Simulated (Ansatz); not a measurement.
## Quasiparticle levels of MgS (Fm-3m)

Computed with Ansatz, G0W0@PBE, full frequency by contour deformation, hard PAW set made for 700 eV.

Input:

```yaml
crystal:
  lattice:
    - [0.0, 2.58, 2.58]
    - [2.58, 0.0, 2.58]
    - [2.58, 2.58, 0.0]
  atoms:
    - { symbol: Mg, position: [0.0, 0.0, 0.0] }
    - { symbol: S, position: [0.5, 0.5, 0.5] }
basis:
  precision: f64
  xc_grid: 2
  ecutwfc: 700
  ecutrho_ratio: 4
kpoints:
  mp_grid: { grid: [4, 4, 4], shift: [0, 0, 0] }
hamiltonian:
  xc: pbe
  dispersion: none
  pseudopotentials:
    kind: paw
    azcp:
      Mg: "pseudopotentials/Mg.paw.azcp"
      S: "pseudopotentials/S.paw.azcp"
magnetization:
  spin_polarized: false
scf:
  lower_state_search: "off"
  max_iter: 200
  occupations: { method: fixed }
  convergence: { dr2_threshold: "1e-10 eV" }
output: {}
gw:
  n_empty_bands: 221
  ecut_chi: 200
  ecutfock_ratio: 2
  qp_bands: [v1, c1]
  screening: { model: contour_deformation }
```

Linearised quasiparticle energies, zero at the top filled Kohn-Sham level among these points. VB is the top filled band, CB the lowest empty one. Points in brackets are given in fractions of the reciprocal vectors.

```json
{"k": "Γ", "band": "VB", "ε_KS (eV)": "0.00", "Σx − Vxc (eV)": "-2.88", "Σc (eV)": "1.57", "Z": "0.78", "ε_QP (eV)": "-1.02"}
{"k": "Γ", "band": "CB", "ε_KS (eV)": "3.91", "Σx − Vxc (eV)": "4.77", "Σc (eV)": "-4.27", "Z": "0.80", "ε_QP (eV)": "4.31"}
{"k": "(0, -0.5, -0.5)", "band": "CB", "ε_KS (eV)": "2.81", "Σx − Vxc (eV)": "4.37", "Σc (eV)": "-3.85", "Z": "0.81", "ε_QP (eV)": "3.23"}
```

The gap (from Γ to k = (0, -0.5, -0.5)) opens from 2.81 eV to 4.26 eV.

Electronic (ion-clamped) dielectric constant on this mesh, from the head of the inverse dielectric matrix: 6.1.

The cell is a model at fixed atoms and needn't be the relaxed known crystal. The mesh is coarse, so these are values at the stated settings, not converged ones. Band sums or response are cut, so the gap isn't at its basis limit. The gap is read on the mesh, and the crystal's band edges can lie off it. Meshes this coarse can overestimate the dielectric constant by a tenth and more.
